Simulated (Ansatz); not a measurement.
CdS (Greenockite):

```
Cd S
1.0
     4.15000    0.00000    0.00000
    -2.07500    3.59401    0.00000
     0.00000    0.00000    6.73700
Cd S
2 2
Direct
  0.66667 0.33333 0.50000
  0.33333 0.66667 0.00000
  0.66667 0.33333 0.87500
  0.33333 0.66667 0.37500
```

Base run:

* Program: Ansatz 0.2.0
* Functional: PBEsol
* Potentials or basis: all-electron LAPW, inner shells corrected to Dirac's equation
* Cutoff: 227 eV (chosen from the basis error)
* Basis error allowed: 0.002 eV/atom
* k mesh: 7 × 7 × 4
* Occupations: fermi-dirac, width 0.05 eV
* Spin: no spin polarisation

Its results: band gap on the k mesh 1.06 eV, direct; pressure -0.9 GPa; largest force 0.065 eV/Å.

After a change of settings the same cell gave: band gap on the k mesh 1.54 eV, direct; pressure 1.2 GPa; largest force 0.082 eV/Å. Which change was it?
A. potentials or basis from all-electron LAPW, inner shells corrected to Dirac's equation to all-electron LAPW, scalar-relativistic
B. potentials or basis from all-electron LAPW, inner shells corrected to Dirac's equation to all-electron LAPW, non-relativistic
C. potentials or basis from all-electron LAPW, inner shells corrected to Dirac's equation to all-electron PAW datasets made for the crystal

B.

Caveats: relativity is left out, which matters for the heavier elements (some runs).

The runs don't all hold the same shells in valence.

Runs at the PBE level aren't shown here.
